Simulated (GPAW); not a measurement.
# Al2O3 in GPAW: the effect of functional

Al2O3:

```xyz
5
Lattice="3.0175 0.0000 0.0000 -1.5087 2.6132 0.0000 0.0000 0.0000 7.5746" Properties=species:S:1:pos:R:3 pbc="T T T"
Al    0.0000    0.0000    5.4693
Al    0.0000    0.0000    2.1054
O     0.0000    0.0000    3.7873
O     1.5087    0.8711    6.0638
O     0.0000    1.7421    1.5108
```

Measurements of this composition are mostly on another form, of space group No. 167.

Alike in all runs:

- Program: GPAW 26.7.0
- Task: band structure
- Cutoff: 800 eV
- Basis: pw
- k mesh: 7 × 7 × 3
- Occupations: fermi-dirac, width 0.05 eV
- Spin: no spin polarisation

```csv
functional,potentials or basis,gap on the mesh (eV),pressure (GPa),largest force (eV/Å)
LDA,the program's PAW data sets (release 1.2.1) made for this functional,2.24,-6.4,0.35
PBE,GPAW PAW data sets (gpaw-data 1.2.1),?,?,?
PBEsol,PAW data sets generated in the run's folder for this functional,2.23,-1.8,0.07
RPBE,the program's PAW data sets (release 1.2.1) made for this functional,2.45,5.0,0.19
revPBE,the program's PAW data sets (release 1.2.1) made for this functional,2.43,4.1,0.15
BLYP,PAW data sets generated in the run's folder for this functional,2.54,2.8,0.16
r2SCAN,GPAW PAW data sets (gpaw-data 1.2.1),3.03,-3.9,0.31
```

Question: What does the run with functional PBE give?

Answer: gap on the mesh 2.33 eV; pressure 1.4 GPa; largest force 0.05 eV/Å.

Caveats: the PAW data sets were made with another functional, which shifts forces and pressure a little (some runs).

